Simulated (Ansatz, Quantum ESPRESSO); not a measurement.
# F on fcc sites of Co(0001): the work function of the upper face at a withheld member of a series

**Set-up.** Quantum ESPRESSO 7.5, PBE, GBRV ultrasoft. Slabs of 3 layers, covered on the upper face; adsorbates and the top layer relax in a periodic cell, the rest is held (the clean slab relaxes both outer layers); a run under open boundaries (ESM, bc1) gives both vacuum levels. Cells of one to 6 surface sites carry the coverages, on meshes of like density; cold smearing of 0.02 Ry. The slabs take the lattice constants of the bulk relaxed by the same program. The series steps the coverage.

| coverage | work function of the upper face (eV) |
| --- | --- |
| 0 ML | 4.956 |
| 0.1667 ML | 5.346 |
| 0.25 ML | 5.554 |
| 0.3333 ML | 5.804 |
| 0.5 ML | 6.194 |
| 0.6667 ML | 6.715 |
| 1 ML | 7.466 |

One more run was made and is withheld. What is the work function of the upper face at 0.75 ML?

**Worked estimate.** The rows at 0.6667 ML and 1 ML give a slope of (7.466 − (6.715))/(1 − (0.6667)) = 2.253, so a straight line gives 6.903 eV. A parabola through these and the row at 0.5 ML gives 6.939 eV.

**Check.** 6.896 eV. The line misses by +0.007 and the parabola by +0.043 eV. The line does better here.

Caveats: Thin slabs, one site and one ordered pattern a coverage; no reconstruction or subsurface sites; meshes differ a little between cells.
